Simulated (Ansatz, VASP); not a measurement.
This is a calculation of Be for Ansatz 0.2.0.

Contents of input.yaml:

```yaml
crystal:
  lattice:
    - [-1.2447104902, 1.2447104902, 1.2447104902]
    - [1.2447104902, -1.2447104902, 1.2447104902]
    - [1.2447104902, 1.2447104902, -1.2447104902]
  atoms:
    - { symbol: Be, position: [0.0, 0.0, 0.0] }
kpoints:
  mp_grid: { grid: [15, 15, 15] }
scf:
  occupations: { method: fermi_dirac, width: 0.05 }
hamiltonian:
  xc: pbe
  pseudopotentials: { kind: all_electron, lapw: { basis_error: 0.0005 } }
output:
  forces: true
  stress: true
  eigenvalues: true
```

Potentials or basis: all-electron LAPW, scalar-relativistic.

Run with:

```sh
$ ansatz run input.yaml --threads 1 --pin off --max-ram 2560MiB --backend cpu --events-out ev --progress --plain --runs-dir out
```

**Question.** Translate it to VASP 6.6.1. Potentials there: VASP PAW PBE potentials, release 64 (Be).

**Answer.** As run (the cutoff follows the program's own potentials):

The input INCAR:

```
SYSTEM = Be
PREC = Accurate
ENCUT = 520
EDIFF = 1E-7
ISMEAR = -1
SIGMA = 0.05
LREAL = .False.
LASPH = .True.
NELM = 60
ALGO = Fast
ISIF = 2
LWAVE = .False.
LCHARG = .False.
GGA = PE
NBANDS = 7
```

The input KPOINTS:

```
Automatic mesh
0
Gamma
  15 15 15
  0 0 0
```

The input POSCAR:

```
Be
1.0
   -1.2447104902      1.2447104902      1.2447104902
    1.2447104902     -1.2447104902      1.2447104902
    1.2447104902      1.2447104902     -1.2447104902
Be
1
Direct
    0.0000000000      0.0000000000      0.0000000000
```

Potentials or basis: VASP PAW PBE potentials, release 64 (Be).

Command:

```console
$ cat potpaw_PBE.64/Be/POTCAR > POTCAR
$ mpirun -np 1 vasp_std > vasp.out
```

Both were run:

|  | VASP | Ansatz | Ansatz less VASP |
| --- | --- | --- | --- |
| gap on the k mesh at the Fermi level (eV) | none | none | - |
| pressure (GPa) | 1.9 | 1.7 | -0.20 |

A gap of «none» marks a metal or a gap that the smearing closes. Ansatz ran all-electron here, so the differences hold the error of VASP's frozen core and of both bases.
